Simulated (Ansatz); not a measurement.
Crystal: InPd.

```xyz
2
Lattice="3.2719 0.0000 0.0000 0.0000 3.2719 0.0000 0.0000 0.0000 3.2719" Properties=species:S:1:pos:R:3 pbc="T T T"
In    0.0000    0.0000    0.0000
Pd    1.6359    1.6359    1.6359
```

The cell comes from a database or a generator and needn't be the stable form of this composition.

Base run:

- Program: Ansatz 0.2.0
- Functional: PBEsol
- Potentials or basis: all-electron LAPW, scalar-relativistic
- Cutoff: 250 eV
- Density cutoff: 1002 eV
- Basis error allowed: 0.001 eV/atom
- k mesh: 8 × 8 × 8
- Occupations: fermi-dirac, width 0.05 eV
- Spin: no spin polarisation

Its results: pressure -3.0 GPa.

After a change of settings the same cell gave: pressure 3.6 GPa. Which change was it?
A. functional from PBEsol to revPBE
B. potentials or basis from all-electron LAPW, scalar-relativistic to all-electron LAPW, inner shells corrected to Dirac's equation
C. functional from PBEsol to PBE
D. functional from PBEsol to RPBE

C.

PBE binds less tightly than PBEsol, so the same cell stands under more pressure.

Not every run made on this cell is shown here.
